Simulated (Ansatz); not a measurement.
# AlAs: the cost of one run

Program: Ansatz 0.2.0. Level of theory: DFT LDA, scalar-relativistic, plane waves, PAW. These are calculated values, not measurements.

4 further runs of the same task are left out: 4 set aside as unsound or not needed.

## (1) Starting point

It takes space group F-43m (No. 216, cubic). The conventional cell has a = 5.629 Å, b = 5.629 Å, c = 5.629 Å, α = 90.00°, β = 90.00°, γ = 90.00°. Al (site symmetry -43m) has 4 As at 2.44 Å as nearest neighbours. As (site symmetry -43m) has 4 Al at 2.44 Å as nearest neighbours.

Structure file:

```xyz
2
Lattice="0.0000 2.8145 2.8145 2.8145 0.0000 2.8145 2.8145 2.8145 0.0000" Properties=species:S:1:pos:R:3 pbc="T T T"
Al    0.0000    0.0000    0.0000
As    4.2218    4.2218    4.2218
```

It is the result of an earlier relaxation at this level (volume 22.30 Å³/atom; gap on the mesh: 1.32 eV).

## (2) The cell under 1 GPa

What is minimised here is the enthalpy; the energy can go up as the cell is squeezed.

The input, input.yaml:

```yaml
crystal:
  lattice:
    - [0.0, 2.8145444734, 2.8145444734]
    - [2.8145444734, 0.0, 2.8145444734]
    - [2.8145444734, 2.8145444734, 0.0]
  atoms:
    - { symbol: Al, position: [0.0, 0.0, 0.0] }
    - { symbol: As, position: [0.75, 0.75, 0.75] }
basis:
  ecutwfc: 420
kpoints:
  mp_grid: { grid: [8, 8, 8] }
hamiltonian:
  xc: lda
scf:
  occupations: { method: fixed }
output:
  forces: true
  stress: true
  eigenvalues: true
relax:
  adjacent_minimum: "off"
  f_tol: 0.001
  max_steps: 60
  cell: { stress_tol: 0.02, p_target: 1.0 }
```

Command:

```
$ ansatz run input.yaml --threads 1 --pin off --max-ram 3072MiB --backend cpu --events-out ev --progress --plain --runs-dir out
```

What time and memory should one allow on 1 thread of Intel Xeon Platinum 8488C (Sapphire Rapids), shared host?

About 7.8 s, with a peak of 0.34 GiB.
